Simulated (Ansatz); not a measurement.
## C3H6O (propionaldehyde): the atomisation enthalpy at 298 K, rung by rung

The species is C3H6O (10 atoms), meant as a singlet with charge 0. SMILES: `CCC=O`. The shape is that of a PBE0-D4/def2-TZVP optimisation. This is one conformer, not always the lowest.

Each level gives the atomisation enthalpy at 298 K (kJ/mol). The values are calculated. The thermal term (zero-point and 298 K enthalpy, harmonic and unscaled) is that of PBE0-D4/def2-TZVP; the spin-orbit lowering of the free atoms at 298 K, 0.5 kJ/mol by their spectra, is taken off.

**The experiment to reproduce.** CRC Handbook of Chemistry and Physics gives the atomisation enthalpy at 298 K of the gas as 3893 kJ/mol.

```
           level                    kind  program  value (kJ/mol)  computed − measured
  revPBE/cc-pVDZ                     GGA   Ansatz            3801                  -92
   B3LYP/cc-pVDZ           global hybrid   Ansatz            3813                  -80
   BHLYP/cc-pVDZ           global hybrid   Ansatz            3691                 -202
    PBE0/cc-pVDZ           global hybrid   Ansatz            3851                  -42
 wB97M-V/cc-pVDZ  range-separated hybrid   Ansatz            3874                  -19
   wB97X/cc-pVDZ  range-separated hybrid   Ansatz            3835                  -58
 RPA@PBE/cc-pVDZ                     RPA   Ansatz            3459                 -434
RPA@PBE0/cc-pVDZ                     RPA   Ansatz            3508                 -385
```

Nearest: wB97M-V/cc-pVDZ (-19 kJ/mol); farthest: RPA@PBE/cc-pVDZ (-434 kJ/mol). Computed less measured by kind, in kJ/mol (cc-pVDZ rows): GGA -92; global hybrid -202 to -42; range-separated hybrid -58 to -19; RPA -434 to -385.
